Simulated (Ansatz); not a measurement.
# LaAlO3: biaxial strain +2.65 %, plane normal [001], relaxed out of plane

Base system: LaAlO₃ (space group R-3c, No. 167; a = 5.353 Å, c = 13.048 Å (hexagonal axes)). Axes: x lies along a and z along c of the hexagonal cell.

One thing is altered: tensile biaxial strain of 2.65 % in the plane normal to [001], as in epitaxy on a mismatched substrate; the out-of-plane cell vector and the atoms relax.

Computed with Ansatz (an electronic-structure program), PBEsol, PAW, cutoff 420 eV, no spin-orbit coupling, earlier PAW set. Γ-centred 8×8×8 mesh, Fermi–Dirac width 0.05 eV.

```json
[
 {"quantity": "volume per atom", "base": "10.79 Å³", "changed": "11.24 Å³", "shift": "+0.445 Å³"},
 {"quantity": "space group", "base": "R-3c (No. 167)", "changed": "R-3c (No. 167)", "shift": "–"},
 {"quantity": "energy relative to the base (free energy F)", "base": "0 meV/atom", "changed": "+20 meV/atom", "shift": "+20 meV/atom"},
 {"quantity": "pressure (mean of the normal stresses, compression positive)", "base": "0.00 GPa", "changed": "-7.03 GPa", "shift": "-7.023 GPa"},
 {"quantity": "band gap", "base": "3.94 eV", "changed": "3.93 eV", "shift": "-0.003 eV"},
 {"quantity": "width of the top valence band", "base": "0.53 eV", "changed": "0.84 eV", "shift": "+0.317 eV"},
 {"quantity": "hole mass", "base": "–", "changed": "0.45 mₑ out of plane, 2.6 mₑ in plane (at Γ)", "shift": "–"},
 {"quantity": "valence-band top at Γ (three highest levels, from the VBM)", "base": "–", "changed": "0.00, -0.33, -0.33 eV", "shift": "–"},
 {"quantity": "out-of-plane strain", "base": "–", "changed": "-1.18 %", "shift": "–"},
 {"quantity": "ratio −ε⊥/ε∥", "base": "–", "changed": "0.45", "shift": "–"},
 {"quantity": "mean in-plane stress (compression positive)", "base": "–", "changed": "-10.5 GPa", "shift": "–"}
]
```

Final structure (turned so that z lies along the plane normal):

```xyz
10
Lattice="5.4947 0.0000 0.0000 2.7474 4.7586 0.0000 2.7474 -1.5862 4.2978" Properties=species:S:1:pos:R:3 pbc="T T T"
La     5.4947     0.0000     3.2234
La     5.4947     3.1724     1.0745
Al     0.0000     0.0000     0.0000
Al     2.7474     1.5862     2.1489
O      4.2460     2.1629     3.2234
O      6.9933     2.5957     3.2234
O      7.9922     0.0000     3.2234
O      6.7434     1.0095     1.0745
O      3.9961     0.5767     1.0745
O      2.9972     3.1724     1.0745
```

Cost of the whole job for the changed cell (relaxation, final SCF and bands): roughly 6 core-minutes.

Effective masses come from finite differences of ±0.01 Å⁻¹. Stability against distortions was not tested.
